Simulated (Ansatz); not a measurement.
## Nb in Ansatz: convergence with xc grid

Crystal: Nb.

```xyz
1
Lattice="2.7196 0.0000 0.0000 0.0000 2.7196 0.0000 0.0000 0.0000 2.7196" Properties=species:S:1:pos:R:3 pbc="T T T"
Nb    1.3598    1.3598    1.3598
```

The cell was built by a generator and needn't be a form met in nature.

- Program: Ansatz 0.2.0
- Task: convergence study
- Functional: r2SCAN
- Potentials or basis: PseudoDojo standard (PBE files)
- Cutoff: 1116 eV
- Density cutoff: 4463 eV
- k mesh: 8 × 8 × 8
- Occupations: gaussian, width 0.05 eV
- Spin: no spin polarisation

These are the settings of the first run; the series varies xc grid, with any setting tied to it.

Hardware: 2 threads of Arm Neoverse V1, on a shared host.

| xc grid | energy less the tightest run, at zero smearing (meV/atom) | SCF cycles | CPU time (s) | peak memory (GiB) |
| --- | --- | --- | --- | --- |
| 1 | -0.02 | 7 | 4.3 | 0.26 |
| 2 | 0.00 | 7 | 4.3 | 0.27 |
| 3 | 0.00 | 7 | 4.5 | 0.29 |
| 4 | 0.00 | 7 | 4.4 | 0.34 |
| 5 | 0.00 | 7 | 4.7 | 0.41 |

Against the tightest run, the energy stays within 1 meV/atom from 1 on. The tightest run that finished is the yardstick and may itself not be fully converged.

Caveat, for the tightest run too: the meta-GGA runs on potentials made for a GGA.
